The row at 1.06 looks wrong: the cell has been stretched by 6 percent and its pressure is negative, yet it has the lowest energy. It is lowest because the volume at which the computed pressure vanishes lies close by, about 5.3 percent above the given one. At the given volume the calculation finds the crystal squeezed by about 3 GPa. Part of that may be real, if the cell was measured under pressure. Part is expected from PBE, which tends to make crystals too large, and part from atoms and a cell shape that were never relaxed. For this InSe crystal, the choice of volume matters far more than which of the core treatments compared here is used.

InSe (C2/m, 4 atoms), measured cell (COD) scaled uniformly, in Ansatz 0.2.0 with PBE, scalar-relativistic, without spin. The levels are all-electron LAPW (basis error 0.5 meV/atom), all-electron PAW and frozen-core PAW (420 eV), with 7 × 7 × 6 k points and 0.02 eV Fermi-Dirac smearing. Positive pressure is compression; Vzz is the field gradient of largest size among the nuclei.

```
V/V(given)  volume (Å³/atom)  pressure, LAPW (GPa)  energy above the lowest row, LAPW (meV/atom)  largest Vzz, all-electron PAW (1e21 V/m^2)  largest Vzz, PAW (1e21 V/m^2)
    0.9400             24.50                  7.51                                          61.6                                      -19.54                         -19.59
    0.9600             25.03                  5.82                                          40.0                                      -19.17                         -19.20
    0.9800             25.55                  4.30                                          23.5                                      -18.80                         -18.82
    0.9900             25.81                  3.60                                          17.1                                      -18.63                         -18.64
    1.0100             26.33                  2.31                                           7.6                                      -18.27                         -18.28
    1.0200             26.59                  1.72                                           4.3                                      -18.10                         -18.10
    1.0400             27.11                  0.63                                           0.5                                      -17.76                         -17.75
    1.0600             27.63                 -0.34                                           0.0                                      -17.43                         -17.41
```

The row at 1.06 leads its neighbour by only 0.5 meV per atom, which is no more than the stated basis error. The pressure decides the order, because pressure is minus the slope of energy against volume. Between the rows at 1.04 and 1.06 it averages (0.63 − 0.34)/2 = 0.145 GPa, while the volume grows by 0.52 cubic angstrom per atom. With 1 eV per cubic angstrom equal to 160.2 GPa, the energy should fall by

mean pressure × volume step = 0.145 × 0.52 / 160.2 eV ≈ 0.5 meV per atom,

which is the difference in the table.

The output below repeats this estimate for every step, taking the pressure as a straight line between rows. It agrees with the computed energies to within half a meV per atom. The largest disagreement, at the most compressed step, comes mostly from the rounding of the volumes. The practical lesson is to locate the equilibrium volume from the pressure, which crosses zero steeply, or from a smooth fit through all the energies, and not from whichever row is lowest on the flat bottom of the curve. A plane-wave pressure needs its basis (Pulay) correction, which for frozen-core PAW is 0.03 to 0.04 GPa here, several times its distance from LAPW.

Frozen-core PAW, the cheapest to set up, takes the inner shells from the atom and doesn't let them respond to the crystal. Those shells carry most of the total energy but hardly change when the cell is scaled, so their contribution cancels in energy differences. Its pressures stay within 0.01 GPa of LAPW, and its zero-pressure volume is off by about 0.01 percent. Its band gap is within 2 meV of LAPW, whereas PBE itself commonly makes gaps too small by several tenths of an eV or more. For pressure curves and gaps, a better treatment of the core gains nothing useful here.

The field gradient is a harder test. Vzz measures how fast the electric field changes with position at a nucleus, and it gives most weight to charge close to that nucleus. Even so, frozen-core PAW differs from all-electron PAW by at most 0.05 in the units of the table, or 0.3 percent. The difference changes sign near 1.02. Inner shells that respond in fixed proportion to the gradient would not do that, so a core that cannot deform is probably not the whole cause. The two levels differ in other ways too: frozen-core PAW carries 58 electrons in its bands and all-electron PAW 38, at different cutoffs. There is also no LAPW gradient to compare with. All-electron PAW keeps indium's 4s and 4p shells out of its bands, and the electron count suggests frozen-core PAW does the same. Such shells are expected to add to a gradient when they deform, so the 0.3 percent is the distance between two PAW levels, not a bound on the error of either. Both levels leave out spin-orbit coupling, so their agreement is no evidence that it can be neglected for an atom as heavy as indium.

The choice of cell weighs much more. Going from the given volume to the zero-pressure volume weakens the largest Vzz by 0.9, about eighteen times the largest difference between the two PAW levels. A volume error of only 0.3 percent moves the gradient as much as that difference.

Nor can a wrong volume be repaired afterwards with one scaling rule for all atoms. Fixed charges moved apart uniformly would give a gradient proportional to 1/volume. Between 0.96 and 1.04 the indium gradient, which is the largest one, does fall by 7 percent, close to that rule, but the selenium gradient rises by 13 percent. The likely reason is that the gradient depends mainly on the shape of the valence charge around each atom, which changes as the bonds stretch. The gradients therefore have to be computed at the right structure, where a single run gives them for all sites.

The structures here are scaled copies, with no relaxation of atoms or cell shape. The pressure is a mean over directions, so the zero-pressure cell is not free of stress: at 1.06 compression of 1.0 GPa along one Cartesian axis stands against tension along the other two, and a shear stress of 1.6 GPa remains. Each selenium atom feels a force of about 1 eV/Å at 0.96 and still 0.7 eV/Å at 1.04, so stretching the cell does not bring the atoms to rest. A neighbouring series with atoms and shape relaxed at each volume would have lower energies, because these forces and the shear would be relieved. The crystal could also yield first where it is soft. Its stiff bonds would then be expected to change less than uniform scaling forces them to, and the gradients could follow a different course. The force on selenium and the shear both weaken as the cell grows, so relaxation is expected to gain more energy at small volumes than at large ones. That would lower the pressure and probably move the zero-pressure volume toward the given one, so the 5.3 percent holds only for scaled copies.

Cost does not simply rise with the level. At 1.04 the frozen-core run, at its default cutoff, uses 2.3 times as many plane waves as all-electron PAW and 1.5 times as many filled bands. In large cells, where keeping the bands orthogonal dominates, work grows as plane waves times bands squared, which makes about a factor of five. Against this, all-electron PAW needs new datasets for each crystal. At 1.04 LAPW carries 2.4 times as many filled bands as all-electron PAW, yet over the whole scan their pressures agree to about 0.001 GPa, so it serves best as an occasional check.

The rule for this crystal is to settle the structure before refining the core. Find out at what pressure the cell was measured, then relax atoms and cell at that pressure with frozen-core PAW, with and without a dispersion correction. PBE tends to make crystals too large, so if the volume still comes out above the measured one, keep the measured cell and relax only the atoms. If field gradients are the goal, test spin-orbit coupling next, and check the indium gradient once against a level that carries its 4s and 4p shells in the bands. Moving to all-electron PAW alone changes the gradient by no more than 0.3 percent.

Numerical output:

```
Frozen-core PAW against the all-electron levels:
   row  pressure miss MPa  energy miss meV/atom  Vzz miss 1e21 V/m2  energy drop from row above meV/atom  same drop from pressure meV/atom
  0.94             -7.085                 -0.15               -0.05                                  n/a                               n/a
  0.96             -6.891                 -0.15               -0.03                                 21.6                             22.05
  0.98             -6.691                 -0.05               -0.02                                 16.5                             16.41
  0.99             -6.606                 -0.05               -0.01                                  6.4                             6.408
  1.01             -6.338                -0.125               -0.01                                  9.5                             9.597
  1.02             -6.181                  -0.1                   0                                  3.3                             3.275
  1.04              -5.83                -0.075                0.01                                  3.8                             3.825
  1.06              -5.51                     0                0.02                                  0.5                            0.4794
largest pressure difference, all-electron PAW and LAPW (MPa): 1.038
largest pressure difference, frozen-core PAW and LAPW (MPa): 7.085
largest gap difference, frozen-core PAW and LAPW (meV): 1.63
fall of the LAPW gap over the scan (meV): 276.8
change of Vzz over the scan, all-electron PAW (1e21 V/m2): 2.11
change of Vzz over the scan, frozen-core PAW (1e21 V/m2): 2.18
largest Vzz miss of frozen-core PAW (percent): 0.2559
LAPW pressure at the given cell, interpolated (GPa): 2.969
zero-pressure volume above the given one, LAPW (percent): 5.309
shift of zero-pressure volume by frozen-core PAW (percent): -0.01095
weakening of Vzz from given to zero-pressure cell (1e21 V/m2): 0.9085
the same weakening over the largest PAW miss (ratio): 18.17
volume error that shifts Vzz as much as the largest PAW miss (percent): 0.2846
change of In gradient size from 0.96 to 1.04 (percent): -7.359
change of Se gradient size from 0.96 to 1.04 (percent): 12.89
force on Se at 0.96 (eV/angstrom): 0.9991
plane waves, frozen-core PAW over all-electron PAW at 1.04 (ratio): 2.315
plane waves, LAPW over all-electron PAW at 1.04 (ratio): 1.402
filled bands, frozen-core PAW and LAPW over all-electron PAW at 1.04 (ratios): 1.526, 2.368
```
